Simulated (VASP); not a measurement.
# Ni (Fm-3m) in VASP: further runs, part 2 of 2

VASP 6.6.1. Earlier steps stand in the parts before.

## Step 4: Single point, PBE (a relaxed cell with its volume scaled by 1.03)

Contents of INCAR:

```
PREC = Accurate ; ENCUT = 520
EDIFF = 1E-7 ; ISMEAR = 0
SIGMA = 0.1 ; LREAL = F
LASPH = T ; NELM = 60
ALGO = Normal ; ISIF = 2
LWAVE = F ; LCHARG = F
GGA = PE ; NBANDS = 11
```

Contents of KPOINTS:

```
Automatic mesh
0
Gamma
  20 20 20
```

Contents of POSCAR:

```
Ni                                      
1.0
   -0.0000000000      1.7730959666      1.7730959666
    1.7730959666      0.0000000000      1.7730959666
    1.7730959666      1.7730959666      0.0000000000
  Ni            
     1
Direct
     0.0000000000000000    0.0000000000000000    0.0000000000000000
```

Potentials or basis: VASP PAW PBE potentials, release 64 (Ni).

Run with:

```sh
> cat potpaw_PBE.64/Ni/POTCAR > POTCAR
> mpirun -np 1 vasp_std > vasp.out
```

OUTCAR:

```text
PREC = Accurate
   ENCUT = 520
   EDIFF = 1E-7
   ISMEAR = 0
   LREAL = F
   LASPH = T
   NELM = 60
   ISIF = 2
   GGA = PE

 ion  position               nearest neighbor table
   1  0.000  0.000  0.000-

  LATTYP: Found a face centered cubic cell.
 ALAT       =     3.5461919332

  Lattice vectors:

 A1 = (   0.0000000000,   1.7730959666,   1.7730959666)
 A2 = (   1.7730959666,   0.0000000000,   1.7730959666)
 A3 = (   1.7730959666,   1.7730959666,   0.0000000000)

Analysis of symmetry for initial positions (statically):
=====================================================================
 Subroutine PRICEL returns:
 Original cell was already a primitive cell.

 Routine SETGRP: Setting up the symmetry group for a
 face centered cubic supercell.

 Subroutine GETGRP returns: Found 48 space group operations
 (whereof 48 operations were pure point group operations)
 out of a pool of 48 trial point group operations.

The static configuration has the point symmetry O_h .

Analysis of symmetry for dynamics (positions and initial velocities):
=====================================================================
[... 160 lines left out ...]
 cond. band min:       8.8359911607   @ k =  -0.4500   0.3000   0.0000
 fundamental gap:      0.0062922169
 Fermi energy:         8.8341734603

 k-point     1 :       0.0000    0.0000    0.0000
  band No.  band energies     occupation
      1       0.1754      2.00000
      2       7.0599      2.00000
      3       7.0599      2.00000
      4       7.0599      2.00000
      5       8.1173      2.00000
      6       8.1173      2.00000
      7      32.4659      0.00000
      8      36.2135      0.00000
      9      36.2135      0.00000
     10      36.2135      0.00000
     11      39.1378      0.00000
[... 309 lines left out ...]
 k-point    24 :      -0.3500    0.0500    0.0000
  band No.  band energies     occupation
      1       4.0997      2.00000
      2       7.0855      2.00000
      3       7.1232      2.00000
      4       7.1422      2.00000
      5       8.5027      2.00000
      6       8.8207      1.15059
      7      18.1083      0.00000
      8      30.4331      0.00000
      9      32.7465      0.00000
     10      34.5525      0.00000
     11      36.5421      0.00000

 [... further k-points ...]
[... 5 lines left out ...]
  --------------------------------------------------------------------------------------
  -------------------------------------------------------------------------------------
  Total       -0.3815362     -0.3815362     -0.3815362     -0.0000000     -0.0000000     -0.0000000
  in kB      -54.8301686    -54.8301686    -54.8301686     -0.0000000     -0.0000000     -0.0000000
  external PRESSURE =     -54.8301686 kB  Pullay stress =       0.0000000 kB

 VOLUME and BASIS-vectors are now :
 -----------------------------------------------------------------------------
  energy-cutoff  :      520.00
  volume of cell :       11.15
      direct lattice vectors                 reciprocal lattice vectors
     0.000000000  1.773095967  1.773095967    -0.281992633  0.281992633  0.281992633
     1.773095967  0.000000000  1.773095967     0.281992633 -0.281992633  0.281992633
     1.773095967  1.773095967  0.000000000     0.281992633  0.281992633 -0.281992633

 POSITION                                       TOTAL-FORCE (eV/Angst)
 -----------------------------------------------------------------------------------
      0.00000      0.00000      0.00000         0.000000     -0.000000      0.000000
 -----------------------------------------------------------------------------------
    total drift:                                0.000000     -0.000000      0.000000

  FREE ENERGIE OF THE ION-ELECTRON SYSTEM (eV)
  ---------------------------------------------------
  free  energy   TOTEN  =        -5.4177774797 eV

  energy  without entropy=       -5.3980842372  energy(sigma->0) =       -5.40793086
```

OSZICAR:

```text
N       E                     dE             d eps       ncg     rms          rms(c)
DAV:   1     0.299365840173E+02    0.29937E+02   -0.49514E+03  5776   0.125E+03
DAV:   2    -0.546491346361E+01   -0.35401E+02   -0.33560E+02  5842   0.173E+02
DAV:   3    -0.645238165060E+01   -0.98747E+00   -0.97792E+00  6337   0.339E+01
DAV:   4    -0.646065669577E+01   -0.82750E-02   -0.82723E-02  6297   0.278E+00
DAV:   5    -0.646083449370E+01   -0.17780E-03   -0.17779E-03  6376   0.384E-01    0.950E+00
DAV:   6    -0.581039965240E+01    0.65043E+00   -0.16180E+01  6759   0.554E+01    0.614E+00
DAV:   7    -0.543527977931E+01    0.37512E+00   -0.30502E+00  6691   0.222E+01    0.159E+00
DAV:   8    -0.541969892585E+01    0.15581E-01   -0.23031E-02  7976   0.147E+00    0.472E-01
DAV:   9    -0.541776439237E+01    0.19345E-02   -0.29005E-03  8415   0.390E-01    0.785E-02
DAV:  10    -0.541777993868E+01   -0.15546E-04   -0.20015E-05  5933   0.515E-02    0.388E-02
DAV:  11    -0.541777746857E+01    0.24701E-05   -0.78156E-07  7847   0.120E-02    0.261E-03
DAV:  12    -0.541777747970E+01   -0.11137E-07   -0.11537E-08  3485   0.836E-04
   1 F= -.54177775E+01 E0= -.54079309E+01  d E =-.196932E-01
```

Run time: 31 s. Hardware: 1 thread of Intel Xeon Platinum 8259CL at 2.50GHz (Skylake/Cascade Lake), shared host; peak memory 0.14 GiB.

Results:

* Free energy: -5.4178 eV
* Pressure: -5.5 GPa
* Band gap on the k mesh: none (metal or under the smearing width)

Levels at points of the mesh, in eV from the Fermi level:
```
           k point  band 2  band 3  band 4  band 5  band 6  band 7  band 8  band 9
(0.00, 0.00, 0.00)   -1.77   -1.77   -1.77   -0.72   -0.72   23.63   27.38   27.38
(0.50, 0.00, 0.00)   -1.82   -1.82   -0.08   -0.01   -0.01    5.91   22.14   24.50
(0.50, 0.50, 0.00)   -3.54   -0.02    0.17    0.17    2.61    9.33   14.80   14.80
```

Caveat: the run has no spin polarisation, though such a crystal can be magnetic. Spin polarisation is off, so any magnetic state and its effect on volume and gap are missing.

## Step 5: Single point, PBE (a relaxed cell with its volume scaled by 0.94)

INCAR is that of step 4.

KPOINTS is that of step 4.

Contents of POSCAR:

```
Ni                                      
1.0
   -0.0000000000      1.7198706485      1.7198706485
    1.7198706485      0.0000000000      1.7198706485
    1.7198706485      1.7198706485      0.0000000000
  Ni            
     1
Direct
     0.0000000000000000    0.0000000000000000    0.0000000000000000
```

Potentials or basis: VASP PAW PBE potentials, release 64 (Ni).

Run with:

```sh
> cat potpaw_PBE.64/Ni/POTCAR > POTCAR
> mpirun -np 1 vasp_std > vasp.out
```

OUTCAR:

```text
PREC = Accurate
   ENCUT = 520
   EDIFF = 1E-7
   ISMEAR = 0
   LREAL = F
   LASPH = T
   NELM = 60
   ISIF = 2
   GGA = PE

 ion  position               nearest neighbor table
   1  0.000  0.000  0.000-

  LATTYP: Found a face centered cubic cell.
 ALAT       =     3.4397412970

  Lattice vectors:

 A1 = (   0.0000000000,   1.7198706485,   1.7198706485)
 A2 = (   1.7198706485,   0.0000000000,   1.7198706485)
 A3 = (   1.7198706485,   1.7198706485,   0.0000000000)

Analysis of symmetry for initial positions (statically):
=====================================================================
 Subroutine PRICEL returns:
 Original cell was already a primitive cell.

 Routine SETGRP: Setting up the symmetry group for a
 face centered cubic supercell.

 Subroutine GETGRP returns: Found 48 space group operations
 (whereof 48 operations were pure point group operations)
 out of a pool of 48 trial point group operations.

The static configuration has the point symmetry O_h .

Analysis of symmetry for dynamics (positions and initial velocities):
=====================================================================
 Subroutine PRICEL returns:
 Original cell was already a primitive cell.

 Routine SETGRP: Setting up the symmetry group for a
 face centered cubic supercell.

 Subroutine GETGRP returns: Found 48 space group operations
 (whereof 48 operations were pure point group operations)
 out of a pool of 48 trial point group operations.

The dynamic configuration has the point symmetry O_h .

 Subroutine INISYM returns: Found 48 space group operations
 (whereof 48 operations are pure point group operations),
 and found     1 'primitive' translations

----------------------------------------------------------------------------------------

                                     Primitive cell

  volume of cell :      10.1746

  direct lattice vectors                    reciprocal lattice vectors
     0.000000000  1.719870648  1.719870648    -0.290719538  0.290719538  0.290719538
     1.719870648  0.000000000  1.719870648     0.290719538 -0.290719538  0.290719538
     1.719870648  1.719870648  0.000000000     0.290719538  0.290719538 -0.290719538

  length of vectors
     2.432264397  2.432264397  2.432264397     0.503541010  0.503541010  0.503541010

  position of ions in fractional coordinates (direct lattice)
     0.000000000  0.000000000  0.000000000

  ion indices of the primitive-cell ions
   primitive index   ion index
                 1           1

----------------------------------------------------------------------------------------

 KPOINTS: Automatic mesh

Automatic generation of k-mesh.
 Grid dimensions read from file:
 generate k-points for:   20   20   20

 Generating k-lattice:

  Cartesian coordinates                     Fractional coordinates (reciprocal lattice)
    -0.014535977  0.014535977  0.014535977     0.050000000  0.000000000  0.000000000
     0.014535977 -0.014535977  0.014535977     0.000000000  0.050000000  0.000000000
     0.014535977  0.014535977 -0.014535977     0.000000000  0.000000000  0.050000000

  Length of vectors
     0.025177051  0.025177051  0.025177051

  Shift w.r.t. Gamma in fractional coordinates (k-lattice)
     0.000000000  0.000000000  0.000000000

 Subroutine IBZKPT returns following result:
 ===========================================

 Found    256 irreducible k-points:

 Following reciprocal coordinates:
            Coordinates               Weight
  0.000000  0.000000  0.000000      1.000000
  0.050000  0.000000  0.000000      8.000000
  0.100000  0.000000  0.000000      8.000000
  0.150000  0.000000  0.000000      8.000000
  0.200000  0.000000  0.000000      8.000000
  0.250000  0.000000  0.000000      8.000000
[... 16 lines left out ...]
 -0.400000  0.050000  0.000000     24.000000
 -0.350000  0.050000  0.000000     24.000000
 [... further k-points ...]
   k-points           NKPTS =    256   k-points in BZ     NKDIM =    256   number of bands    NBANDS=     11
   number of dos      NEDOS =    301   number of ions     NIONS =      1
   total plane-waves  NPLWV =   5832
   dimension x,y,z NGX =    18 NGY =   18 NGZ =   18
   dimension x,y,z NGXF=    36 NGYF=   36 NGZF=   36
   ions per type =               1
   NGX,Y,Z   is equivalent  to a cutoff of  12.30, 12.30, 12.30 a.u.
   NGXF,Y,Z  is equivalent  to a cutoff of  24.61, 24.61, 24.61 a.u.
 SYSTEM =  unknown system
   PREC   = accura    normal or accurate (medium, high low for compatibility)
   ISTART =      0    job   : 0-new  1-cont  2-samecut
   ICHARG =      2    charge: 1-file 2-atom 10-const
   ISPIN  =      1    spin polarized calculation?
   LNONCOLLINEAR =      F non collinear calculations
   LSORBIT =      F    spin-orbit coupling
   LASPH  =      T    aspherical Exc in radial PAW
   ENCUT  =  520.0 eV  38.22 Ry    6.18 a.u.   4.52  4.52  4.52*2*pi/ulx,y,z
   NELM   =     60;   NELMIN=  2; NELMDL= -5     # of ELM steps
   EDIFF  = 0.1E-06   stopping-criterion for ELM
   LREAL  =      F    real-space projection
   EDIFFG = 0.1E-05   stopping-criterion for IOM
   NSW    =      0    number of steps for IOM
   IBRION =     -1    ionic relax: 0-MD 1-quasi-New 2-CG
   NFREE  =      0    steps in history (QN), initial steepest desc. (CG)
   ISIF   =      2    stress and relaxation
   ISYM   =      2    0-nonsym 1-usesym 2-fastsym
   POTIM  = 0.5000    time-step for ionic-motion
   TEBEG  =    0.0;   TEEND  =   0.0 temperature during run
   PSTRESS=    0.0 pullay stress
   NELECT =      10.0000    total number of electrons
   NUPDOWN=      -1.0000    fix difference up-down
   EMIN   =  10.00;   EMAX   =-10.00  energy-range for DOS
   EFERMI =   0.00;   METHOD = LEGACY
   ISMEAR =     0;   SIGMA  =   0.10  broadening in eV -4-tet -1-fermi 0-gaus
   EFERMI_NEDOS =   21; number of points for ismear=-14 and -15
   IALGO  =     38    algorithm
   IMIX   =      4    mixing-type and parameters
     AMIX     =   0.40;   BMIX     =  1.00
     AMIX_MAG =   1.60;   BMIX_MAG =  1.00
  volume/ion in A,a.u.               =      10.17        68.66
  Fermi-wavevector in a.u.,A,eV,Ry     =   1.627680  3.075869 36.046492  2.649342
  Thomas-Fermi vector in A             =   2.720435
   LORBIT       =      0    0 simple, 1 ext, 2 COOP (PROOUT), +10 PAW based schemes
   GGA     = PE    functional components
   LHFCALC =     F    Hartree Fock is set to
   AEXX    =    0.0000 exact exchange contribution
   IVDW    =     0    specifies the selected vdW correction
   LEPSILON=     F    determine dielectric tensor
   LRPA    =     F    only Hartree local field effects (RPA)
 non-spin polarized calculation
 Gauss-broadening in eV      SIGMA  =   0.10
  energy-cutoff  :      520.00
  volume of cell :       10.17
 maximum number of plane-waves:       290
   NGX =  9   NGY =  9   NGZ =  9

 number of electron      10.0000000 magnetization

 number of electron       9.9999989 magnetization

 Free energy of the ion-electron system (eV)
  ---------------------------------------------------
  ext. energy  EPLUGINS =         0.00000000
  ---------------------------------------------------
  free energy    TOTEN  =        -5.39619872 eV

  energy without entropy =       -5.37858614  energy(sigma->0) =       -5.38739243

 E-fermi :  10.1712     XC(G=0): -13.6546

 val. band max:       10.1693410122   @ k =  -0.4000   0.3500   0.1000
 cond. band min:      10.1767053862   @ k =  -0.4500   0.3000   0.0000
 fundamental gap:      0.0073643740
 Fermi energy:        10.1711953574

 k-point     1 :       0.0000    0.0000    0.0000
  band No.  band energies     occupation
      1       0.8571      2.00000
      2       8.1378      2.00000
      3       8.1378      2.00000
      4       8.1378      2.00000
      5       9.3516      2.00000
      6       9.3516      2.00000
      7      34.5735      0.00000
      8      39.0297      0.00000
      9      39.0297      0.00000
     10      39.0297      0.00000
     11      42.2888      0.00000

 k-point     2 :       0.0500    0.0000    0.0000
  band No.  band energies     occupation
      1       0.9602      2.00000
      2       8.1075      2.00000
      3       8.1627      2.00000
      4       8.1627      2.00000
      5       9.3405      2.00000
      6       9.3405      2.00000
      7      34.3350      0.00000
      8      37.6214      0.00000
      9      38.8130      0.00000
     10      38.8130      0.00000
     11      42.6130      0.00000
[... 295 lines left out ...]
 k-point    24 :      -0.3500    0.0500    0.0000
  band No.  band energies     occupation
      1       4.9411      2.00000
      2       8.1593      2.00000
      3       8.2061      2.00000
      4       8.2276      2.00000
      5       9.7917      2.00000
      6      10.1531      1.20234
      7      20.1853      0.00000
      8      32.7557      0.00000
      9      35.3898      0.00000
     10      37.6064      0.00000
     11      39.4198      0.00000

 [... further k-points ...]
[... 5 lines left out ...]
  --------------------------------------------------------------------------------------
  -------------------------------------------------------------------------------------
  Total        0.9118548      0.9118548      0.9118548      0.0000000      0.0000000      0.0000000
  in kB      143.5882495    143.5882495    143.5882495      0.0000000      0.0000000      0.0000000
  external PRESSURE =     143.5882495 kB  Pullay stress =       0.0000000 kB

 VOLUME and BASIS-vectors are now :
 -----------------------------------------------------------------------------
  energy-cutoff  :      520.00
  volume of cell :       10.17
      direct lattice vectors                 reciprocal lattice vectors
     0.000000000  1.719870648  1.719870648    -0.290719538  0.290719538  0.290719538
     1.719870648  0.000000000  1.719870648     0.290719538 -0.290719538  0.290719538
     1.719870648  1.719870648  0.000000000     0.290719538  0.290719538 -0.290719538

 POSITION                                       TOTAL-FORCE (eV/Angst)
 -----------------------------------------------------------------------------------
      0.00000      0.00000      0.00000         0.000000      0.000000      0.000000
 -----------------------------------------------------------------------------------
    total drift:                                0.000000     -0.000000     -0.000000

  FREE ENERGIE OF THE ION-ELECTRON SYSTEM (eV)
  ---------------------------------------------------
  free  energy   TOTEN  =        -5.3961987166 eV

  energy  without entropy=       -5.3785861379  energy(sigma->0) =       -5.38739243
```

OSZICAR:

```text
N       E                     dE             d eps       ncg     rms          rms(c)
DAV:   1     0.291971122687E+02    0.29197E+02   -0.50007E+03  5833   0.127E+03
DAV:   2    -0.552143217129E+01   -0.34719E+02   -0.32983E+02  5859   0.175E+02
DAV:   3    -0.642990739235E+01   -0.90848E+00   -0.89690E+00  6355   0.327E+01
DAV:   4    -0.643728150455E+01   -0.73741E-02   -0.73716E-02  6326   0.264E+00
DAV:   5    -0.643743236907E+01   -0.15086E-03   -0.15086E-03  6416   0.361E-01    0.104E+01
DAV:   6    -0.568557297063E+01    0.75186E+00   -0.13711E+01  6858   0.527E+01    0.536E+00
DAV:   7    -0.541672446460E+01    0.26885E+00   -0.21871E+00  6787   0.197E+01    0.197E+00
DAV:   8    -0.539791399965E+01    0.18810E-01   -0.26355E-02  8061   0.159E+00    0.514E-01
DAV:   9    -0.539618420950E+01    0.17298E-02   -0.20719E-03  8329   0.319E-01    0.746E-02
DAV:  10    -0.539620169652E+01   -0.17487E-04   -0.18368E-05  6071   0.495E-02    0.302E-02
DAV:  11    -0.539619850685E+01    0.31897E-05   -0.56345E-07  7776   0.919E-03    0.321E-03
DAV:  12    -0.539619862628E+01   -0.11943E-06   -0.51231E-09  3425   0.761E-04    0.117E-03
DAV:  13    -0.539619871662E+01   -0.90338E-07   -0.15266E-09  3107   0.317E-04
   1 F= -.53961987E+01 E0= -.53873924E+01  d E =-.176126E-01
```

Run time: 27 s. Hardware: 1 thread of Intel Xeon Platinum 8259CL at 2.50GHz (Skylake/Cascade Lake), shared host; peak memory 0.14 GiB.

What came out:

| Quantity | Value |
| --- | --- |
| Free energy | -5.3962 eV |
| Pressure | 14.4 GPa |
| Band gap on the k mesh | none (metal or under the smearing width) |

Caveat: the run has no spin polarisation, though such a crystal can be magnetic. Spin polarisation is off, so any magnetic state and its effect on volume and gap are missing.

## Step 6: Summary

| cell | gap on the mesh (eV) | pressure (GPa) |
| --- | --- | --- |
| as given | none | 0.0 |
| a relaxed cell with its volume scaled by 0.97 | none | 6.6 |
| a relaxed cell with its volume scaled by 1.03 | none | -5.5 |
| a relaxed cell with its volume scaled by 0.94 | none | 14.4 |

Alike in all rows: task single point; level PBE; potentials or basis VASP PAW PBE potentials, release 64 (Ni); no spin polarisation; k mesh 20 × 20 × 20; cutoff (eV) 520; smearing gaussian 0.1 eV.

Caveats: the run has no spin polarisation, though such a crystal can be magnetic.

Total energies depend on the potentials used, so only differences within one code and one set of settings carry meaning.
